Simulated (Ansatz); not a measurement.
## AlNi: moving Ni off its site

AlNi, Pm-3m, a = 2.893 Å. The structure is a COD entry; whether it is the stable form wasn't checked. Ansatz: PBE, PAW, 420 eV, Γ-centred 20×20×20 mesh on 2 atoms, Gaussian smearing 0.15 eV; no spin polarisation.

```yaml
crystal:
  lattice:
    - [2.89308, 0.00000, 0.00000]
    - [0.00000, 2.89308, 0.00000]
    - [0.00000, 0.00000, 2.89308]
  atoms:
    - { symbol: Al, position: [0.00000, 0.00000, 0.00000] }
    - { symbol: Ni, position: [0.50000, 0.50000, 0.50000] }
```

Atom 2 (Ni) moves by x along the unit vector (-0.577, -0.577, -0.577), with its periodic images; all else is held. y is the free energy of the cell over the start, F the force along the path summed over the moved atoms. Symmetry makes y even in x.

| x (Å) | y (meV) | F (eV/Å) |
| --- | --- | --- |
| -0.5000 | 932.3 | 4.72 |
| -0.2500 | ? | ? |
| 0.0000 | 0.0 | 0.00 |
| 0.0625 | 11.1 | -0.36 |
| 0.1250 | 45.1 | -0.73 |
| 0.1875 | 103.6 | -1.15 |
| 0.3125 | 308.7 | -2.19 |
| 0.3750 | 466.1 | -2.87 |
| 0.4375 | 670.5 | -3.70 |

Task: Fit y = c2 x² + c4 x⁴ to the energies of the other rows, give the force constant, and predict energy and force of the missing row.

Result: Least squares on the rows shown. y = 2790.5 x² + 3746.2 x⁴. The force constant is 2 c2 = 5.58 eV/Å² (for all images moving together, not for a lone atom). With two atoms in a cubic cell this is the optical mode at Γ (in a metal it hangs on mesh and smearing): ω = 521.5 √(2 c2/μ) = 287 cm⁻¹ for μ = 18.48 u. The force −dy/dx at the missing row is 1.63 eV/Å (computed 1.63). At x = -0.2500 the fit asked for gives 189.0 meV. The run gave 190.0 meV, so the fit is 1.0 meV too low, within twice the rms miss on the fitted rows (0.6 meV).